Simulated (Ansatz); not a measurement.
Input and command of a calculation in Ansatz (plane waves; scalar-relativistic PAW potentials unless the input names others):

```yaml
crystal:
  lattice:
    - [5.4700937585, 0.0, 0.0]
    - [0.0, 5.4700937585, 0.0]
    - [-2.7350468793, 2.7350468793, 2.5247552657]
  atoms:
    - { symbol: k, position: [0.0, 0.0, 0.0] }
basis:
  ecutwfc: 420
kpoints:
  mp_grid: { grid: [7, 7, 14] }
hamiltonian:
  xc: pbe
scf:
  occupations: { method: gaussian, width: 0.1 }
  max_iter: 50
output:
  forces: true
  eigenvalues: true
  stress: true
relax:
  adjacent_minimum: "off"
  f_tol: 0.01
  max_steps: 50
  cell: { fix: [a, b, gamma], stress_tol: 0.1 }
```

```bash
ansatz run input.yaml --threads 4 --pin off --max-ram 8192MiB --backend cpu --events-out ev --progress --plain --runs-dir out
```

Problem. Will this input run?

Solution. The program refuses it, because of an unknown element (crystal.atoms[0].symbol: "K" → "k"). With the sound run's settings it is accepted.

Abridged log:
```
Error: YAML parse error: error: line 7 column 17: `k` is not an element symbol (H … Og, case-exact)
 --> <input>:7:17
  |
5 |     - [-2.7350468793, 2.7350468793, 2.5247552657]
6 |   atoms:
7 |     - { symbol: k, position: [0.0, 0.0, 0.0] }
  |                 ^ `k` is not an element symbol (H … Og, case-exact)
8 | basis:
9 |   ecutwfc: 420
  |
```